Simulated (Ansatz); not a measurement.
**ZrB2 (P6/mmm): probes of nuclei, edges and cores**

Aim: for ZrB2 (P6/mmm) in the cell below, make these runs: field gradients and densities at the nuclei; the cell as listed in the source.

Method: DFT PBE, scalar-relativistic, plane waves, PAW, in Ansatz 0.2.0.

## Step 1: Starting point

The structure is hexagonal, space group P6/mmm (No. 191). Conventional cell: a = 3.171 Å, b = 3.171 Å, c = 3.542 Å, α = 90.00°, β = 90.00°, γ = 120.00°. Zr (site symmetry 6/mmm) is surrounded by 12 B at 2.55 Å. B (site symmetry -6m2) is surrounded by 3 B at 1.83 Å and 6 Zr at 2.55 Å.

As a file:

```cif
data_structure
_symmetry_space_group_name_H-M 'P 1'
_symmetry_Int_Tables_number 1
_cell_length_a 3.1712
_cell_length_b 3.1712
_cell_length_c 3.5420
_cell_angle_alpha 90.000
_cell_angle_beta 90.000
_cell_angle_gamma 120.000
_cell_volume 30.85
loop_
_atom_site_label
_atom_site_type_symbol
_atom_site_fract_x
_atom_site_fract_y
_atom_site_fract_z
_atom_site_occupancy
Zr1 Zr 0.00000 0.00000 0.00000 1
B1 B 0.33333 0.66667 0.50000 1
B2 B 0.66667 0.33333 0.50000 1
```

An earlier run at PBE left this cell at 10.283 Å³/atom and 0.00 GPa (14×14×12 mesh).

## Step 2: Field gradients and densities at the nuclei

Input file input.yaml:

```yaml
crystal:
  lattice:
    - [3.1711983625, 0.0, 0.0]
    - [-1.5855991813, 2.7463383424, 0.0]
    - [0.0, 0.0, 3.5420340349]
  atoms:
    - { symbol: Zr, position: [0.0, 0.0, 0.0] }
    - { symbol: B, position: [0.3333333333, 0.6666666667, 0.5] }
    - { symbol: B, position: [0.6666666667, 0.3333333333, 0.5] }
basis:
  ecutwfc: 420
  ecutrho_ratio: 4
kpoints:
  mp_grid: { grid: [14, 14, 12] }
hamiltonian:
  xc: pbe
  pseudopotentials: { kind: paw, frozen_core: stored }
scf:
  occupations: { method: gaussian, width: 0.05 }
output:
  forces: true
  stress: true
  eigenvalues: true
  efg:
    contact_densities: true
    quadrupole_moments_barn: { Zr: -0.176, B: 0.04059 }
```

Started as:

```bash
$ ansatz run input.yaml --threads 1 --pin off --max-ram 2560MiB --backend cpu --events-out ev --progress --plain --runs-dir out
```

Standard output (excerpt; [...] marks lines left out):

```text
Warning: RAYON_NUM_THREADS=1 ignored (pool sized by the plan → 1); use --threads N
Zr: output.efg is read without spin–orbit coupling, which moves field gradients at and beside such atoms by some per cent and up to a factor of two; PAW files take it under magnetization.noncollinear and magnetization.spin_orbit
[...]
Pseudopotentials: kind: paw
Pseudopotential: Zr, paw, valence charge 12, recommended cutoff 420 eV (normal), Zr.paw.azcp
Pseudopotential: B, paw, valence charge 3, recommended cutoff 420 eV (normal), B.paw.azcp
Functional definition: PBE
[...]
Crystal: 3 atoms, lattice volume = 30.848 Å³
Basis set: ecut = 420 eV, 575 PW (Γ), exchange–correlation on 48×48×48 points (8 copies of the dense FFT grid, shifted against one another)
Bands: 13, of which v1, the nominal top of the filled ones, is band 9 counted from 1 (8 counted from 0)
Symmetry: 24 space group operations
Space group: P6/mmm (ITA 191), of the structure as read, at distance tolerance 3.1e-5 Å
k-points: 168 of 2352
[...]
SCF iter   1: F=—  HF=-4498.720763 eV  |F-HF|=—  |Δ(HF+E_count)|=         —  Δρ=1.50e-3  dr2=6.07e-4  ethr=1.77e-3  ⟨swp⟩=5.0  Hψ=10689  notcnv=0
[...]
SCF iter   6: F=-4498.720716 eV  HF=-4498.720716 eV  |F-HF|=7.73e-11  |Δ(HF+E_count)|=  9.80e-10  Δρ=7.78e-7  dr2=1.13e-10  ethr=1.80e-11  ⟨swp⟩=1.2  Hψ=6626  notcnv=0
[...]
SCF converged after 6 iterations
Free energy (F): -4498.720716 eV
[...]
E sigma→0 (E₀):  -4498.720566 eV
Entropy (-TS):   -0.000301 eV (-0.100 meV/atom)
Fermi energy:    15.751971 eV
[...]
--- Forces (eV/Å), atoms counted from 1 ---
  atom   1  Zr    -0.00000000     0.00000000     0.00000000
  atom   2  B      0.00000000    -0.00000000     0.00000000
  atom   3  B     -0.00000000     0.00000000     0.00000000
[...]
--- Stress (GPa, compression-positive) ---
       -0.000607       0.000000       0.000000
        0.000000      -0.000607       0.000000
        0.000000       0.000000       0.007223
  P = ⅓ Tr σ = 0.0020 GPa (0.020 kbar)
--- PAW observables at the nuclei: V_zz in 10²¹ V/m², potentials from the cell's mean, atoms counted from 1 ---
  atom   1  Zr V_zz =    +4.309947   η = 0.0000   by run symmetry: allowed   C_q = -18.3417 MHz
            electrostatic potential = -5930.100099 V   contact ρ = 490515.267950 e/Å³
  atom   2  B  V_zz =    +0.068630   η = 0.0000   by run symmetry: allowed   C_q = +0.0674 MHz
            electrostatic potential = -332.662369 V   contact ρ = 486.104830 e/Å³
  atom   3  B  V_zz =    +0.068630   η = 0.0000   by run symmetry: allowed   C_q = +0.0674 MHz
            electrostatic potential = -332.662369 V   contact ρ = 486.104830 e/Å³
--- Band table (eV; the first three rows and the last of 168) ---
  k-point 0: bands = ["-32.8998", "-11.0900", "-10.5341", "-10.5341", "3.0203", "13.1311", "13.1311", "13.1583", "13.3749", "19.1222", "19.1222", "19.8800", "19.8800"]
[...]
```

It took 3 s on 1 thread of Intel Xeon Platinum 8488C (Sapphire Rapids), shared host; peak memory 0.42 GiB.

In short: volume 10.283 Å³/atom, pressure 0.00 GPa, metallic.

```
site  Vzz (10²¹ V/m²)     η  isotope  CQ (MHz)
 Zr1            4.310  0.00     91Zr    -18.34
  B2            0.069  0.00      11B      0.07
  B3            0.069  0.00      11B      0.07
```

## Step 3: The cell as listed in the source

input.yaml: that of step 2 with these lines changed.

```diff
@@ -2,5 +2,5 @@
   lattice:
-    - [3.1711983625, 0.0, 0.0]
-    - [-1.5855991813, 2.7463383424, 0.0]
-    - [0.0, 0.0, 3.5420340349]
+    - [3.17, 0.0, 0.0]
+    - [-1.585, 2.74530053, 0.0]
+    - [0.0, 0.0, 3.533]
   atoms:
@@ -23,2 +23,3 @@
   eigenvalues: true
+  populations: true
   efg:
```

Started as:

```bash
$ ansatz run input.yaml --threads 1 --pin off --max-ram 2560MiB --backend cpu --events-out ev --progress --plain --runs-dir out
```

Standard output (excerpt; [...] marks lines left out):

```text
Warning: RAYON_NUM_THREADS=1 ignored (pool sized by the plan → 1); use --threads N
Zr: output.efg is read without spin–orbit coupling, which moves field gradients at and beside such atoms by some per cent and up to a factor of two; PAW files take it under magnetization.noncollinear and magnetization.spin_orbit
[...]
[... 4 set-up lines as earlier in the session ...]
[...]
Crystal: 3 atoms, lattice volume = 30.746 Å³
Basis set: ecut = 420 eV, 575 PW (Γ), exchange–correlation on 48×48×48 points (8 copies of the dense FFT grid, shifted against one another)
Bands: 13, of which v1, the nominal top of the filled ones, is band 9 counted from 1 (8 counted from 0)
[... 1 set-up line as earlier in the session ...]
[...]
  P = ⅓ Tr σ = 0.7661 GPa (7.661 kbar)
--- PAW observables at the nuclei: V_zz in 10²¹ V/m², potentials from the cell's mean, atoms counted from 1 ---
  atom   1  Zr V_zz =    +4.291011   η = 0.0000   by run symmetry: allowed   C_q = -18.2611 MHz
            electrostatic potential = -5930.185786 V   contact ρ = 490515.303133 e/Å³
  atom   2  B  V_zz =    +0.057029   η = 0.0000   by run symmetry: allowed   C_q = +0.0560 MHz
            electrostatic potential = -332.731445 V   contact ρ = 486.108953 e/Å³
  atom   3  B  V_zz =    +0.057029   η = 0.0000   by run symmetry: allowed   C_q = +0.0560 MHz
            electrostatic potential = -332.731445 V   contact ρ = 486.108953 e/Å³
--- Band table (eV; the first three rows and the last of 168) ---
  k-point 0: bands = ["-32.8308", "-11.0217", "-10.4656", "-10.4656", "3.0619", "13.1641", "13.1641", "13.2118", "13.4478", "19.1905", "19.1905", "19.9687", "19.9687"]
[...]
--- Löwdin populations: 3 sites ---
  site symbol       q [e]
     0     Zr     11.2643
     1      B      3.3519
     2      B      3.3519
  spilling = 0.001776 (of n_electrons = 18.000000)
```

Wall time 3.7 s (1 thread of Intel Xeon Platinum 8488C (Sapphire Rapids), shared host); peak memory 0.42 GiB.

In short: volume 10.249 Å³/atom, pressure 0.77 GPa, no gap.

```
site  Vzz (10²¹ V/m²)     η  isotope  CQ (MHz)
 Zr1            4.291  0.00     91Zr    -18.26
  B2            0.057  0.00      11B      0.06
  B3            0.057  0.00      11B      0.06
```

## Step 4: What came out

| quantity | value |
| --- | --- |
| largest field gradient | 4.31 × 10²¹ V/m² at Zr1 |
| largest field gradient (listed cell) | 4.29 × 10²¹ V/m² at Zr1 |
| pressure at the listed cell | 0.8 GPa |

**Reading.** At the listed cell this level shows 0.8 GPa: it wants a larger volume, 10.28 against 10.25 Å³/atom.
